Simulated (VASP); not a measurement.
Crystal: Ag.

```
Ag
1.0
     3.16920    0.00000    0.00000
    -1.58460    2.74461    0.00000
     0.00000    0.00000    4.18436
Ag
2
Direct
  0.33333 0.66667 0.75000
  0.66667 0.33333 0.25000
```

The cell was built by a generator and needn't be a form met in nature.

The cell isn't the ideal one: random cell with space group P6_3/mmc (No. 194).

* Program: VASP 6.6.1
* Task: relaxation of cell and atoms
* Functional: PBE
* Potentials or basis: VASP PAW PBE potentials, release 64 (Ag)
* Cutoff: 600 eV
* k mesh: 6 × 6 × 4
* Occupations: gaussian, width 0.1 eV
* Spin: no spin polarisation

At the start: pressure 2.2 GPa; volume 18.20 Å³/atom.

Question: Where does the relaxation end?

Answer: Over 8 steps the energy falls by 94.1 meV/atom and the volume is 18.04 Å³/atom (-0.9 %); space group P6_3/mmc (No. 194, to 0.05 Å).

The path:
| step | energy change (eV) | largest force (eV/Å) | pressure (GPa) | volume (Å³) |
| --- | --- | --- | --- | --- |
| 1 | 0.0000 | 0.0000 | 2.19 | 36.40 |
| 2 | -0.0733 | 0.0000 | -1.70 | 37.69 |
| 3 | -0.1017 | 0.0000 | -5.29 | 39.21 |
| 4 | -0.1418 | 0.0000 | -4.84 | 38.62 |
| 5 | -0.1596 | 0.0000 | -4.19 | 38.10 |
| 6 | -0.1622 | 0.0000 | -3.77 | 37.85 |
| 7 | -0.1831 | 0.0000 | -1.77 | 36.81 |
| 8 | -0.1882 | 0.0000 | -0.07 | 36.08 |

Final structure:
```
Ag
1.0
     2.97145    0.00000    0.00000
    -1.48573    2.57336    0.00000
     0.00000    0.00000    4.71884
Ag
2
Direct
  0.33333 0.66667 0.75000
  0.66667 0.33333 0.25000
```

Caveat: the k mesh is coarse (spacing up to 0.38 Å⁻¹), so the values aren't converged.
